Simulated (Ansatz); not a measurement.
# TaSi$_{2}$: a prediction, then the measurements

These are results of DFT PBE, scalar-relativistic, plane waves, PAW in Ansatz 0.2.0, not measurements.

Settings: cutoff 420 eV, Γ-centred mesh 12×12×6 on the computed 9-atom cell, Gaussian smearing of 0.10 eV; no spin polarisation.

Relaxed structure:

```cif
data_structure
_symmetry_space_group_name_H-M 'P6_222'
_symmetry_Int_Tables_number 180
_cell_length_a 4.8057
_cell_length_b 4.8057
_cell_length_c 6.5973
_cell_angle_alpha 90.000
_cell_angle_beta 90.000
_cell_angle_gamma 120.000
_cell_volume 131.95
loop_
_atom_site_label
_atom_site_type_symbol
_atom_site_symmetry_multiplicity
_atom_site_Wyckoff_symbol
_atom_site_fract_x
_atom_site_fract_y
_atom_site_fract_z
_atom_site_occupancy
Ta1 Ta 3 d 0.50000 0.00000 0.50000 1
Si1 Si 6 j 0.15892 0.31784 0.50000 1
```

* Space group: P6_222 (No. 180)
* Volume per atom: 98.9 bohr³
* Formation energy from the elements' standard states (uncorrected): -0.479 eV/atom
* Kohn–Sham band gap: none (metal)
* Density of states at the Fermi level: 3.3 states/eV per cell
* Orbital (Löwdin) character within 0.5 eV of the Fermi level: Ta 5d 68 %, Si 3p 23 %, unprojected 5 %
* Bader charge by site (e): Ta (3 in the cell) 0.87, Si (6 in the cell) -0.43

Spin-orbit coupling is left out, which matters for the bands of heavy elements.

**Against measurements.**

Measured lattice constant a of TaSi2: 4.782 Å (a printed reference work (data compilation, original work of 1941)). This calculation gives 4.806 Å (+0.5 %). A measured lattice constant c of TaSi2 is 6.565 Å (a printed reference work (data compilation, original work of 1941)); the calculated 6.597 Å exceeds it by 0.5 %. The calculation is for 0 K without zero-point motion.

It was relaxed from a cell as deposited in COD. Löwdin shares on free-atom orbitals overweight diffuse shells.
